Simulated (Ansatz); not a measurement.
The system is SnSe2.

```
Sn Se
1.0
     3.81100    0.00000    0.00000
    -1.90550    3.30042    0.00000
     0.00000    0.00000    6.13600
Sn Se
1 2
Direct
  0.00000 0.00000 0.00000
  0.66667 0.33333 0.75100
  0.33333 0.66667 0.24900
```

Base run:

* Program: Ansatz 0.2.0
* Functional: PBE
* Potentials or basis: Ansatz PAW
* Cutoff: 500 eV
* Density cutoff: 2000 eV
* k mesh: 8 × 8 × 5
* Occupations: fermi-dirac, width 0.05 eV
* Spin: no spin polarisation

Its results: band gap on the k mesh 0.81 eV, indirect (least direct gap 1.10 eV); pressure 5.5 GPa; largest force 0.786 eV/Å.

Task: The run is repeated on the same cell with these changes: cutoff from 500 eV to 420 eV; density cutoff from 2000 eV to 1680 eV; k mesh from 8 × 8 × 5 to 11 × 11 × 6. What comes out?

Result: Band gap on the k mesh 0.69 eV, indirect (least direct gap 1.10 eV); pressure 5.5 GPa; largest force 0.790 eV/Å.

Caveats: odd divisions of the mesh miss points on the zone boundary, where band edges often lie, so the gap on the mesh can be too wide; spin-orbit coupling is left out, which moves the levels of the heavy elements; this functional lacks dispersion, which binds the layers, so the pressure and a relaxed spacing across them are unreliable.

A k mesh can miss the band edges.

Not every run made on this cell is shown here.
